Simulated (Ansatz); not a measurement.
# Course of a relaxation: PbSe

Recipe of this trial structure of PbSe: 6-connected net, two elements spread over the vertices (Cm, No. 8). Its size is a rough estimate.

```yaml
crystal:
  lattice:
    - [2.70251, -2.70424, 0.00000]
    - [2.70251, 2.70424, 0.00000]
    - [0.00000, 0.00000, 5.96844]
  atoms:
    - { symbol: Pb, position: [0.75000, 0.75000, 0.41240] }
    - { symbol: Pb, position: [0.00000, 0.00000, 0.00000] }
    - { symbol: Se, position: [0.25000, 0.25000, 0.58760] }
    - { symbol: Se, position: [0.50000, 0.50000, 0.00000] }
```

Level of theory: Ansatz, DFT PBE, scalar-relativistic, plane waves, PAW. Cutoff 420 eV, Gaussian smearing, Γ-centred meshes. Cell and atoms relax first on a coarse mesh and then on a converged one. In between, the cell is made exact in the group found at 0.06 Å. The steps can't lower the symmetry of their start. No spin polarisation.

Steps on the 4×4×4 mesh (4 atoms, 9 steps). The free energy counts from the last step; the plane-wave basis is renewed at times, which shifts energy and pressure.

| step | ΔF (meV/atom) | V (Å³/atom) | P (GPa) | largest force component (eV/Å) |
| --- | --- | --- | --- | --- |
| 1 | 873.5 | 21.81 | 28.78 | 2.156 |
| 2 | 443.5 | 24.62 | 13.40 | 0.724 |
| 3 | 226.4 | 27.40 | 4.84 | 0.532 |
| 4 | 109.0 | 29.61 | 1.04 | 0.405 |
| 5 | 48.7 | 30.72 | -0.55 | 0.283 |
| 6 | 10.1 | 30.37 | -0.48 | 0.119 |
| 7 | 4.1 | 29.73 | 0.36 | 0.012 |
| 8 | 3.8 | 29.97 | 0.00 | 0.003 |
| 9 | 0.0 | 29.97 | 0.29 | 0.003 |

The relaxed structure, after a last relaxation on the converged mesh:

```
CELL_PARAMETERS angstrom
0.00000 3.10907 3.10907
3.10907 0.00000 3.10907
3.10907 3.10907 0.00000
ATOMIC_POSITIONS crystal
Pb 0.00000 0.00000 0.00000
Se 0.50000 0.50000 0.50000
```

The symmetry goes from Cm (No. 8) to Fm-3m (No. 225), and the primitive cell from 4 to 2 atoms. The end has the rock salt type. The volume per atom grows by 37.8 %, from 21.8 to 30.1 Å³. The shortest distance goes from 2.70 Å (Pb–Se) to 3.11 Å (Pb–Se). The energy falls by about 0.88 eV/atom (the start's value is from the coarse mesh). The end is written in a standard setting, so origin, axes and order of atoms can differ from the start's. Pb has 6 Se at 3.11 Å; Se has 6 Pb at 3.11 Å.

* Volume per atom: 30.05 Å³
* Density: 7.91 g/cm³
* Formation energy: −0.565 eV/atom
* Gap on the 12×12×12 mesh of the 2-atom cell: 0.43 eV

Energies over the elements count from the elements' standard structures at the same level, with no fitted energy shifts.

The last run used Gaussian smearing of 0.02 eV. The end has I4mm (No. 107) at a tolerance of 0.01 Å; the cell shown is made exact in the group found at 0.02 Å. These runs have no spin–orbit coupling, which can matter for Pb. Kohn–Sham gaps at this level usually fall short of measured ones. The missing spin–orbit coupling can work the other way here. The reference form of Se is held partly by dispersion forces, which this level lacks. Symmetry constrained the relaxation, so the result can be a saddle point. In all, the 3 runs took 3.3 min on 1 thread of Arm Neoverse V1 (shared host).
